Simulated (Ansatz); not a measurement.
SnSe, DFT, PBE, all-electron LAPW, scalar-relativistic (Ansatz 0.2.0), run on 1 thread of Intel(R) Xeon(R) Platinum 8488C (Sapphire Rapids) on a shared host.

The cell is COD entry 9008725, as deposited and not checked against the literature; nothing was relaxed. The listed cell was then made from it by scaling, straining or moving an atom.

Command: `ansatz run input.yaml --threads 1 --pin off --max-ram 3072MiB --backend cpu --events-out ev --progress --plain --runs-dir out`

```yaml
crystal:
  lattice:
    - [0.0, 3.01, 3.1003]
    - [3.01, 0.0, 3.1003]
    - [3.01, 3.01, 0.0]
  atoms:
    - { symbol: Sn, position: [0.0, 0.0, 0.0] }
    - { symbol: Se, position: [0.5, 0.5, 0.5] }
kpoints:
  mp_grid: { grid: [9, 9, 9] }
  band_path:
    path:
      - [0.0, 0.0, 0.0]
      - [0.0, 0.5, 0.5]
      - [0.25, 0.75, 0.5]
      - [0.0, 0.5, 0.0]
      - [0.0, 0.0, 0.0]
      - [0.5, 0.5, 0.0]
      - [0.3678244886, 0.6321755114, 0.0]
      - [-0.3678244886, 0.3678244886, 0.0]
      - [0.0, 0.0, 0.0]
    npoints: 5
scf:
  occupations: { method: fermi_dirac, width: 0.02 }
hamiltonian:
  xc: pbe
  pseudopotentials: { kind: all_electron, lapw: { basis_error: 0.00025 } }
output:
  forces: true
  stress: true
  eigenvalues: true
```

Task: How large is the problem that the program sets up?

Result: 75 irreducible k-points, 427 plane waves at Γ, 28 bands.

Task: About how long does it take, and how much memory does it use?

Result: 17 s of wall time for 7 SCF iterations, with a peak of 0.5 GiB. Times on shared machines scatter by tens of per cent.
